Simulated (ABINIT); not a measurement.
## Si2Mo in ABINIT: the effect of potentials

Crystal: Si2Mo.

```xyz
3
Lattice="-1.6000 1.6000 3.9305 1.6000 -1.6000 3.9305 1.6000 1.6000 -3.9305" Properties=species:S:1:pos:R:3 pbc="T T T"
Mo    0.0000    0.0000    0.0000
Si    0.0000    0.0000    5.2433
Si    0.0000    0.0000    2.6177
```

Alike in all runs:

```yaml
Program: ABINIT 10.8.3 (patched build)
Task: single point
Functional: r2SCAN
k_mesh: 8 × 8 × 8
Occupations: fermi-dirac, width 0.05 eV
Spin: no spin polarisation
```

```tsv
potentials	cutoff	pressure (GPa)	largest force (eV/Å)
Ansatz PAW PBE default generated set, frozen core	490 eV	-1.7	0.39
JTH PAW PBE v2.0	490 eV	-1.1	0.38
Ansatz NC r2SCAN	1306 eV	-1.4	0.38
SG15 NC PBE v1.2	599 eV	?	?
PseudoDojo NC SR PBE v0.4.1 standard	1306 eV	0.3	0.43
```

Problem. What does the run with potentials SG15 NC PBE v1.2 give?

Solution. Pressure -0.4 GPa; largest force 0.42 eV/Å.

Caveats: the PAW data sets were made with another functional, which shifts forces and pressure a little (some runs); the potentials were made for another functional, which shifts forces and pressure (some runs); the atomic spheres overlap (some runs); a meta-GGA on potentials with a model core is unreliable (some runs).
